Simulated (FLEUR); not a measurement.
CaO under changes of volume

One of the cells (13.886 Å³/atom); the others are scaled copies at fixed shape and fractional positions:

```xyz
2
Lattice="0.0000 2.4036 2.4036 2.4036 0.0000 2.4036 2.4036 2.4036 0.0000" Properties=species:S:1:pos:R:3 pbc="T T T"
Ca    0.0000    0.0000    0.0000
O     2.4036    2.4036    2.4036
```

The cell is a database's computed one.

* Program: FLEUR MaX-R8.1 (later development tree)
* Functional: RPBE
* Potentials or basis: all-electron
* Basis: FLAPW
* Kmax: 4.24 1/bohr
* k mesh: 10 × 10 × 10
* Occupations: fermi-dirac, width 0.05 eV
* Spin: no spin polarisation

| volume (Å³/atom) | energy over the lowest point (meV/atom) | gap on the mesh (eV) |
| --- | --- | --- |
| 13.052 | 59.48 | 3.91 |
| 13.330 | 38.68 | 3.92 |
| 13.886 | ? | ? |
| 14.441 | 0.43 | 3.93 |
| 14.719 | 0.00 | 3.93 |

Question: What does the run at 13.886 Å³/atom give?

Answer: Energy over the lowest point 11.32 meV/atom; gap on the mesh 3.93 eV.

Worked out: A Birch-Murnaghan fit of order 2 (a polynomial in V^(-2/3)) to the other rows has its minimum at 14.61 Å³/atom with B0 = V·E''(V) = 95 GPa. It gives 11.45 meV/atom at 13.886 Å³/atom, against the run's 11.32. A straight line through the other rows of the gap, of slope 0.154 eV per unit of ln V, gives 3.92 eV, against the run's 3.93.

Energies are extrapolated to zero smearing.

A mesh can miss the band edges.
